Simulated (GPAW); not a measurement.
Runs of GPAW 26.7.0 on SnSe2. It takes space group P-3m1 (No. 164, trigonal). The conventional cell has a = 3.811 Å, b = 3.811 Å, c = 6.136 Å, α = 90.00°, β = 90.00°, γ = 120.00°. Sn (site symmetry -3m) has 6 Se at 2.68 Å as nearest neighbours. Se (site symmetry 3m) is surrounded by 3 Sn at 2.68 Å. 

```tsv
task	level	potentials or basis	cell	k mesh	band path	band points	gap on the mesh (eV)	pressure (GPa)	largest force (eV/Å)
single point	PBEsol	PAW data sets generated in the run's folder for this functional, pw	as given	8 × 8 × 5	-	-	0.75	2.3	0.58
single point	PBEsol	PAW data sets generated in the run's folder for this functional, pw	atoms moved at random, drawn with an rms of 0.05 Å	8 × 8 × 5	-	-	0.69	1.7	0.59
band structure	PBEsol	PAW data sets generated in the run's folder for this functional, pw	as given	7 × 7 × 4	GMKGALHA,LM,KH	100	(b)	2.3	(a)
single point	TB-mBJ	GPAW PAW data sets for LDA (gpaw-data 1.2.1), pw	as given	8 × 8 × 4	-	-	1.37	-	-
```

Alike in all rows: no spin polarisation; cutoff (eV) 600; smearing fermi-dirac 0.05 eV.

Q: Estimate the missing entries.

A: (a) 0.57; (b) 0.74.

Caveats: spin-orbit coupling is left out, which moves the levels of the heavy elements; an odd mesh through Γ misses points on the zone boundary, where band edges often lie (some runs); this functional lacks dispersion, which binds the layers, so the pressure and a relaxed spacing across them are unreliable (some runs); a model potential gives levels but no total energy (some runs); the PAW data sets were made with another functional, which shifts forces and pressure a little (some runs).

A k mesh can miss the band edges, and the runs leave out spin-orbit coupling on Se, Sn.

Runs at the PBE level aren't shown here.
